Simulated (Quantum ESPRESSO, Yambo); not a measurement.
**MgO (Periclase): G0W0 in Yambo against the bands**

How does the gap of MgO (Periclase) converge in the bands?

Program: Yambo 5.3.0. Level of theory: PBE and many-body steps on it, plane waves. Results are calculated unless marked as measured.

The database entry behind the starting cell differs from later determinations by our own check (about 0.1 % long), so it need not match the best structure at ambient conditions.

### 1. Starting point

It takes space group Fm-3m (No. 225, cubic). Conventional cell: a = 4.217 Å, b = 4.217 Å, c = 4.217 Å, α = 90.00°, β = 90.00°, γ = 90.00°. Nearest to Mg lie 6 O at 2.11 Å. Nearest to O lie 6 Mg at 2.11 Å. Farther neighbours and most contacts between anions are not listed.

Structure file:

```xyz
2
Lattice="0.0000 2.1085 2.1085 2.1085 0.0000 2.1085 2.1085 2.1085 0.0000" Properties=species:S:1:pos:R:3 pbc="T T T"
Mg    0.0000    0.0000    0.0000
O     2.1085    2.1085    2.1085
```

The cell and positions come from the Crystallography Open Database and are kept as given unless a step says otherwise.

### 2. 20 bands

This step: Yambo 5.3.0; G0W0 on PBE, plane waves, norm-conserving pseudopotentials.

Now the one-shot GW correction: screening in the RPA, then the self-energy of the levels asked for.

File gw1.in:

```
HF_and_locXC
gw0
dyson
ppa
em1d
rim_cut
RandQpts= 1000000
RandGvec= 1 RL
EXXRLvcs= 76 Ry
VXCRLvcs= 304 Ry
Chimod= "HARTREE"
% BndsRnXp
 1 | 20 |
%
NGsBlkXp= 15.5 Ry
% LongDrXp
 1 | 1 | 1 |
%
% GbndRnge
 1 | 20 |
%
DysSolver= "n"
ExtendOut
PPAPntXp= 27.21138 eV
% QPkrange
 1 | 1 | 7 | 10 |
%
```

Command:

```sh
> OMP_NUM_THREADS=1 mpirun -n 4 yambo -F gw1.in -J gw1 -C gw1 > gw1.log
```

Log:

```text
 Yambo, version 5.3.0

 [02] CORE Variables Setup
 =========================

  [... cell, symmetries and grids as in the set-up ...]

  [02.05] Energies & Occupations
  ==============================

  [X] === General ===
  [X] Electronic Temperature                        :  0.000000  0.000000 [eV K]
  [X] Bosonic    Temperature                        :  0.000000  0.000000 [eV K]
  [X] Finite Temperature mode                       : no
  [X] El. density                                   :  0.85343E+24 [cm-3]
  [X] Fermi Level                                   :  8.010855 [eV]

  [X] === Gaps and Widths ===
  [X] Conduction Band Min                           :  4.733022 [eV]
  [X] Valence Band Max                              :  0.000000 [eV]
  [X] Filled Bands                                  :   8
  [X] Empty Bands                                   :    9  229
  [X] Direct Gap                                    :  4.733022 [eV]
  [X] Direct Gap localized at k                     :  1
  [X] Indirect Gap                                  :  4.733022 [eV]
  [X] Indirect Gap between kpts                     :  1  1
  [X] Last valence band width                       :  1.746695 [eV]
  [X] 1st conduction band width                     :  6.928393 [eV]

 [03] Transferred momenta grid and indexing
 ==========================================

 IBZ Q-points                                      :   8
 BZ  Q-points                                      :   64

 K/Q-points units:
 rlu = crystal or reduced units; cc = cartesian coordinates; iku = interal k-units

 Q [1]          [rlu]:  0.000000  0.000000  0.000000
 Q [2]          [rlu]:  0.15368E-17  0.15368E-17  0.25000
 Q [3]          [rlu]: -0.30736E-17 -0.30736E-17 -0.50000
 Q [4]          [rlu]:  0.94682E-17  0.25000      0.25000
 Q [5]          [rlu]: -0.96335E-17  0.25000      0.50000
 Q [6]          [rlu]: -0.30736E-17  0.25000     -0.25000
 Q [7]          [rlu]: -0.18936E-16 -0.50000     -0.50000
 Q [8]          [rlu]:  0.250000 -0.500000 -0.250000

 [04] Coloumb potential Random Integration (RIM)
 ===============================================

  [04.01] RIM initialization
  ==========================

  * Diagonal components only detected *

  8 x (sBL volume)        :  0.245077 [a.u.]
  sBZ random points       :  1000000
  Points outside the sBZ  :   7968281
  RL volume               :  1.960614 [a.u.]
  Integrated volume       :  1.968419 [a.u.]

  [04.02] RIM integrals
  =====================

  Gamma point sphere radius             :  0.113514 [a.u.]
  Points outside the sphere             :   800476
  [Int_sBZ(q=0) 1/q^2]*(Vol_sBZ)^(-1/3) =:  7.776341
                                 should be <:  7.795600

  Summary of Coulomb integrals for non-metallic bands |Q|[au] RIM/Bare

  Q [1] 0.100000E-4 0.997530 * Q [2] 0.341411 1.068930
  Q [4] 0.394228 1.068679 * Q [6] 0.557523 1.029814
  Q [5] 0.653753 1.023420 * Q [3] 0.682823 1.020347
  Q [7] 0.788456 1.016896 * Q [8] 0.881520 1.013834

 [WARNING] [Xp] User bands 1-20 break level degeneracy

 [05] Dipoles
 ============

  [05.01] Setup: observables and procedures
  =========================================

 [06] Dynamic Dielectric Matrix (PPA)
 ====================================

 [WR./gw1//ndb.pp]---------------------------------------------------------------
  Brillouin Zone Q/K grids (IBZ/BZ)                :    8   64    8   64
  RL vectors                                       :  1893 [WF]
  Coulomb cutoff potential                         : none
  Electronic Temperature                           :  0.000000 [K]
  Bosonic    Temperature                           :  0.000000 [K]
  PPA    diel. fun.  energies                      : Perdew, Burke & Ernzerhof(X)+Perdew, Burke & Ernzerhof(C)
  wavefunctions                                    : Perdew, Burke & Ernzerhof(X)+Perdew, Burke & Ernzerhof(C)
  Global Gauge                                     : length
  X matrix size                                    :  169
  X band range                                     :   1  20
  X e/h energy range                               : -1.000000 -1.000000 [eV]
  X Time ordering                                  : R
  X Hxc Kernel                                     : HARTREE
  X Drude frequency                                :  0.000000  0.000000
  X poles                                          :  100.0000 [o/o]
  RL vectors in the sum                            :  1893
  [r,Vnl] included                                 : yes
  Field direction                                  :  0.577350E-5  0.577350E-5  0.577350E-5
  BZ energy Double Grid                            : no
  BZ energy DbGd points                            : 0
  BZ Q point size factor                           : -1.000000
  X Optical Averaged directions                    : none

 [07] Local Exchange-Correlation + Non-Local Fock
 ================================================

 [VXC] Plane waves :  11311
 [EXS] Plane waves :  1459

 QP @ state[ 1 ] K range:  1  1
 QP @ state[ 1 ] b range:   7  10

 [xc] Functional : Perdew, Burke & Ernzerhof(X)+Perdew, Burke & Ernzerhof(C)
 [xc] LIBXC used to calculate xc functional
  PP Number of Atomic Species                      :  2
  NLCC RL compoments                               :  11311
  PP Number of Atomic Species                      :  2
  NLCC RL compoments                               :  11311

 [xc] E_xc :  -11.58643 [Ha]
      E_xc :  -23.17287 [Ry]

  Local XC kind (lXC) : Perdew, Burke & Ernzerhof(X)+Perdew, Burke & Ernzerhof(C)
  Non-Local XC kind (nlXC) : Hartree-Fock

  Corrections @ K [1] :  [eV]
 <7|nlXC|7> = -25.49764 -0.28131E-16 <7|lXC|7> = -20.11168 -0.37763E-15
 <8|nlXC|8> = -25.49778  0.23640E-16 <8|lXC|8> = -20.11168  0.94423E-16
 <9|nlXC|9> = -8.797439 -0.16089E-17 <9|lXC|9> = -13.44687 -0.37355E-18
 <10|nlXC|10> = -3.682354  0.42571E-17 <10|lXC|10> = -9.561371  0.37762E-15

 [08] Dyson equation: Newton solver
 ==================================

  [08.01] G0W0 (W PPA)
  ====================

  [  GW  ] Bands range     :   1  20
  [GW/PPA] G damping       :  0.100000 [eV]

  QP @ state[ 1 ] K range:  1  1
  QP @ state[ 1 ] b range:   7  10

   Sc/G bands                                       :   1  20
   Sc/G damping                                     :  0.100000 ev
   Sc bands terminator                              : no
   Sx RL components                                 :  1459

   QP @ state[ 1 ] K range                          :  1  1
   QP @ state[ 1 ] b range                          :   7  10
   GF energies kind                                 : Perdew, Burke & Ernzerhof(X)+Perdew, Burke & Ernzerhof(C)
   GF WF`s kind                                     : Perdew, Burke & Ernzerhof(X)+Perdew, Burke & Ernzerhof(C)
   Xs energies kind                                 : Perdew, Burke & Ernzerhof(X)+Perdew, Burke & Ernzerhof(C)
   Xs WF`s kind                                     : Perdew, Burke & Ernzerhof(X)+Perdew, Burke & Ernzerhof(C)

 [11] Game Over & Game summary
```

The job ended after 6.2 s (4 MPI ranks of Arm Neoverse V1, shared host; peak memory 1 GiB).

This step gave:

```
G0W0 gap on the points computed              : 6.922 eV
starting gap on the mesh                     : 4.733 eV
k of the valence top                         : 0, 0, 0
k of the conduction bottom                   : 0, 0, 0
least direct G0W0 gap on the computed points : 6.922 eV
Z at the valence top                         : 0.8022
Z at the conduction bottom                   : 0.8513
```

The gap on the mesh goes from 4.73 eV to 6.92 eV, a correction of +2.19 eV.

### 3. 35 bands

File gw2.in:

```
HF_and_locXC
gw0
dyson
ppa
em1d
rim_cut
RandQpts= 1000000
RandGvec= 1 RL
EXXRLvcs= 76 Ry
VXCRLvcs= 304 Ry
Chimod= "HARTREE"
% BndsRnXp
 1 | 35 |
%
NGsBlkXp= 15.5 Ry
% LongDrXp
 1 | 1 | 1 |
%
% GbndRnge
 1 | 35 |
%
DysSolver= "n"
ExtendOut
PPAPntXp= 27.21138 eV
% QPkrange
 1 | 1 | 7 | 10 |
%
```

Command:

```sh
> OMP_NUM_THREADS=1 mpirun -n 4 yambo -F gw2.in -J gw2 -C gw2 > gw2.log
```

Log:

```text
 Yambo, version 5.3.0

 [02] CORE Variables Setup
 =========================

  [... cell, symmetries and grids as in the set-up ...]

  [02.05] Energies & Occupations
  ==============================

  [X] === General ===
  [X] Electronic Temperature                        :  0.000000  0.000000 [eV K]
  [X] Bosonic    Temperature                        :  0.000000  0.000000 [eV K]
  [X] Finite Temperature mode                       : no
  [X] El. density                                   :  0.85343E+24 [cm-3]
  [X] Fermi Level                                   :  8.010855 [eV]

  [X] === Gaps and Widths ===
  [X] Conduction Band Min                           :  4.733022 [eV]
  [X] Valence Band Max                              :  0.000000 [eV]
  [X] Filled Bands                                  :   8
  [X] Empty Bands                                   :    9  229
  [X] Direct Gap                                    :  4.733022 [eV]
  [X] Direct Gap localized at k                     :  1
  [X] Indirect Gap                                  :  4.733022 [eV]
  [X] Indirect Gap between kpts                     :  1  1
  [X] Last valence band width                       :  1.746695 [eV]
  [X] 1st conduction band width                     :  6.928393 [eV]

 [03] Transferred momenta grid and indexing
 ==========================================

 IBZ Q-points                                      :   8
 BZ  Q-points                                      :   64

 K/Q-points units:
 rlu = crystal or reduced units; cc = cartesian coordinates; iku = interal k-units

 Q [1]          [rlu]:  0.000000  0.000000  0.000000
 Q [2]          [rlu]:  0.15368E-17  0.15368E-17  0.25000
 Q [3]          [rlu]: -0.30736E-17 -0.30736E-17 -0.50000
[...]
================================================

 [VXC] Plane waves :  11311
 [EXS] Plane waves :  1459

 QP @ state[ 1 ] K range:  1  1
 QP @ state[ 1 ] b range:   7  10

 [xc] Functional : Perdew, Burke & Ernzerhof(X)+Perdew, Burke & Ernzerhof(C)
 [xc] LIBXC used to calculate xc functional
  PP Number of Atomic Species                      :  2
  NLCC RL compoments                               :  11311
  PP Number of Atomic Species                      :  2
  NLCC RL compoments                               :  11311

 [xc] E_xc :  -11.58643 [Ha]
      E_xc :  -23.17287 [Ry]

  Local XC kind (lXC) : Perdew, Burke & Ernzerhof(X)+Perdew, Burke & Ernzerhof(C)
  Non-Local XC kind (nlXC) : Hartree-Fock

  Corrections @ K [1] :  [eV]
 <7|nlXC|7> = -25.49764 -0.28131E-16 <7|lXC|7> = -20.11168 -0.37763E-15
 <8|nlXC|8> = -25.49778  0.23640E-16 <8|lXC|8> = -20.11168  0.94423E-16
 <9|nlXC|9> = -8.797439 -0.16089E-17 <9|lXC|9> = -13.44687 -0.37355E-18
 <10|nlXC|10> = -3.682354  0.42571E-17 <10|lXC|10> = -9.561371  0.37762E-15

 [08] Dyson equation: Newton solver
 ==================================

  [08.01] G0W0 (W PPA)
  ====================

  [  GW  ] Bands range     :    1   35
  [GW/PPA] G damping       :  0.100000 [eV]

  QP @ state[ 1 ] K range:  1  1
  QP @ state[ 1 ] b range:   7  10

   Sc/G bands                                       :    1   35
   Sc/G damping                                     :  0.100000 ev
   Sc bands terminator                              : no
   Sx RL components                                 :  1459

   QP @ state[ 1 ] K range                          :  1  1
   QP @ state[ 1 ] b range                          :   7  10
   GF energies kind                                 : Perdew, Burke & Ernzerhof(X)+Perdew, Burke & Ernzerhof(C)
   GF WF`s kind                                     : Perdew, Burke & Ernzerhof(X)+Perdew, Burke & Ernzerhof(C)
   Xs energies kind                                 : Perdew, Burke & Ernzerhof(X)+Perdew, Burke & Ernzerhof(C)
   Xs WF`s kind                                     : Perdew, Burke & Ernzerhof(X)+Perdew, Burke & Ernzerhof(C)

 [11] Game Over & Game summary
```

It took 9.4 s on 4 MPI ranks; peak memory 1.1 GiB; 33 s of CPU time.

This step gave:

```
G0W0 gap on the points computed              : 6.868 eV
starting gap on the mesh                     : 4.733 eV
k of the valence top                         : 0, 0, 0
k of the conduction bottom                   : 0, 0, 0
least direct G0W0 gap on the computed points : 6.868 eV
Z at the valence top                         : 0.8001
Z at the conduction bottom                   : 0.8507
```

Against the run before, the gap moves by −0.054 eV.

### 4. 63 bands

File gw3.in:

```
HF_and_locXC
gw0
dyson
ppa
em1d
rim_cut
RandQpts= 1000000
RandGvec= 1 RL
EXXRLvcs= 76 Ry
VXCRLvcs= 304 Ry
Chimod= "HARTREE"
% BndsRnXp
 1 | 63 |
%
NGsBlkXp= 15.5 Ry
% LongDrXp
 1 | 1 | 1 |
%
% GbndRnge
 1 | 63 |
%
DysSolver= "n"
ExtendOut
PPAPntXp= 27.21138 eV
% QPkrange
 1 | 1 | 7 | 10 |
%
```

Command:

```sh
> OMP_NUM_THREADS=1 mpirun -n 4 yambo -F gw3.in -J gw3 -C gw3 > gw3.log
```

Log:

```text
 Yambo, version 5.3.0

 [02] CORE Variables Setup
 =========================

  [... cell, symmetries and grids as in the set-up ...]

  [02.05] Energies & Occupations
  ==============================

  [X] === General ===
  [X] Electronic Temperature                        :  0.000000  0.000000 [eV K]
  [X] Bosonic    Temperature                        :  0.000000  0.000000 [eV K]
  [X] Finite Temperature mode                       : no
  [X] El. density                                   :  0.85343E+24 [cm-3]
[...]
Sx RL components                                 :  1459

   QP @ state[ 1 ] K range                          :  1  1
   QP @ state[ 1 ] b range                          :   7  10
   GF energies kind                                 : Perdew, Burke & Ernzerhof(X)+Perdew, Burke & Ernzerhof(C)
   GF WF`s kind                                     : Perdew, Burke & Ernzerhof(X)+Perdew, Burke & Ernzerhof(C)
   Xs energies kind                                 : Perdew, Burke & Ernzerhof(X)+Perdew, Burke & Ernzerhof(C)
   Xs WF`s kind                                     : Perdew, Burke & Ernzerhof(X)+Perdew, Burke & Ernzerhof(C)

 [11] Game Over & Game summary
```

Wall time 15 s (4 MPI ranks); peak memory 1.2 GiB.

This step gave:

```yaml
g0w0_gap_on_the_points_computed: 6.923 eV
starting_gap_on_the_mesh: 4.733 eV
k_of_the_valence_top: 0, 0, 0
k_of_the_conduction_bottom: 0, 0, 0
least_direct_g0w0_gap_on_the_computed_points: 6.923 eV
```

Against the run before, the gap moves by +0.055 eV.

[end of part 1 of 2]

[Paths, hosts, dates, memory and timing lines, banners, echoed tables and standing remarks are left out of the program output.]

[Logs are printed without paths, hosts, clocks, repeated set-up lines and the standing remarks that a program may print on its own settings, such as how far it seeks lower states.]

[Runs of the session that timed out or met a known fault of the program may be left out.]

[Hosts, paths, dates, database ids (printed as entryN), source tags and the programs' standing remarks are cut or masked in the printed files.]
